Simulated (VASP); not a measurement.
A run of VASP 6.6.1 is set up as follows.

The input INCAR:

```
SYSTEM = MnO
PREC = Accurate ; ENCUT = 520
EDIFF = 1E-6 ; ISMEAR = 0
SIGMA = 0.05 ; LREAL = .FALSE.
LASPH = .TRUE. ; NELM = 150
ALGO = Fast ; ISIF = 2
LWAVE = .FALSE. ; LCHARG = .FALSE.
ISPIN = 2 ; MAGMOM = 4 4 0 0
LORBIT = 11 ; NUPDOWN = 2
LMAXMIX = 4 ; LDAU = .TRUE.
LDAUTYPE = 2 ; LDAUL = 2 -1
LDAUU = 7 0 ; LDAUJ = 0 0
LDAUPRINT = 1 ; GGA = PS
NBANDS = 31
```

The input KPOINTS:

```
regular mesh
0
G
  6 6 4
  0 0 0
```

POSCAR

```
MnO
1.0
    3.3717001900      0.0000000000      0.0000000000
   -1.6858500900      2.9199780200      0.0000000000
    0.0000000000      0.0000000000      5.3854988200
Mn O
2 2
Direct
    0.3333333333      0.6666666667      0.0109600000
    0.6666666667      0.3333333333      0.5109600000
    0.3333333333      0.6666666667      0.3754700000
    0.6666666667      0.3333333333      0.8754700000
```

Potentials or basis: VASP PAW PBE potentials, release 64 (Mn_pv, O).

Command:

```bash
$ cat potpaw_PBE.64/Mn_pv/POTCAR potpaw_PBE.64/O/POTCAR > POTCAR
$ mpirun -np 1 vasp_std > vasp.out
```

(1) Estimate the pressure.

(2) Predict the largest force.

## Answers

(1) -12.9 GPa.

(2) 1.619 eV/Å.

Caveat: the moment is held away from its start; the PAW data sets were made with another functional, which shifts forces and pressure a little; the total moment is fixed, so each spin has its own Fermi level; only a ferromagnetic start was run, and an antiferromagnetic order may lie lower in energy.
